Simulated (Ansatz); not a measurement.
The calculation used DFT PBE, scalar-relativistic, plane waves, PAW in Ansatz 0.2.0. Settings: cutoff 420 eV, Γ-centred meshes spaced at most about 0.3 Å⁻¹, and about 0.25 Å⁻¹ or finer for metals (2π included), Gaussian smearing. Spin is collinear in cells that carry moments; the others ran without spin or lost their moments.

These are static total energies at zero pressure.

Two relaxed structures of CoH4:

1. (parallel moments up to 0.6 μB) Space group P1 (No. 1), triclinic, a = 2.495 Å, b = 2.496 Å, c = 8.569 Å, α = 89.4°, β = 89.5°, γ = 60.0°. Around Co lie 6 H at 1.70 Å; H on its first site is surrounded by 3 Co at 1.70 Å; H on its second site is surrounded by 3 Co at 1.70 Å; around H on its third site lies 1 H at 0.75 Å; H on its fourth site has 1 H at 0.75 Å.

2. (no moments) Space group P4/mmm (No. 123), tetragonal, a = 2.550 Å, c = 5.392 Å. Co has 8 H at 1.63 Å; H has 2 Co at 1.63 Å, 4 H at 1.80 Å and 1 H at 2.02 Å.

Question: Which is lower in energy, and by how much?

Answer: Cell 1 is lower, by 78 meV/atom. Cell 1 has space group P1 (No. 1), 9.2 Å³/atom and no gap on its mesh; cell 2 has space group P4/mmm (No. 123), 7.0 Å³/atom and no gap. Counting H atoms around Co (those within 1.25 times the shortest such distance or 1.15 times the sum of covalent radii), cell 1 has Co 6 and cell 2 has Co 8. Cell 1 holds H–H pairs as short as in free H₂ molecules (shortest 0.75 Å); in cell 2 the shortest H–H distance is 1.80 Å. Their magnetic states differ too, which can make part of the margin. Even the lower one lies +0.08 eV/atom against the reference forms of the elements (uncorrected), a margin that errors in the energy of the gaseous reference can exceed. Origin: cell 1, invented, then shaken at random and relaxed again; cell 2, invented.

No dispersion correction is applied, so the spacing and binding between layers, chains or molecules are poorly described (P1, P4/mmm), and this can change margins and order among such cells. With hydrogen, zero-point motion can shift such differences by 10 meV/atom or more. A magnetic state wasn't ruled out in cells without spin, among them P4/mmm. The magnetic state reached may not be the lowest. Cells relaxed within their symmetry can be saddle points. Some candidate types were left out of the draw beforehand, so a known form may be missing.
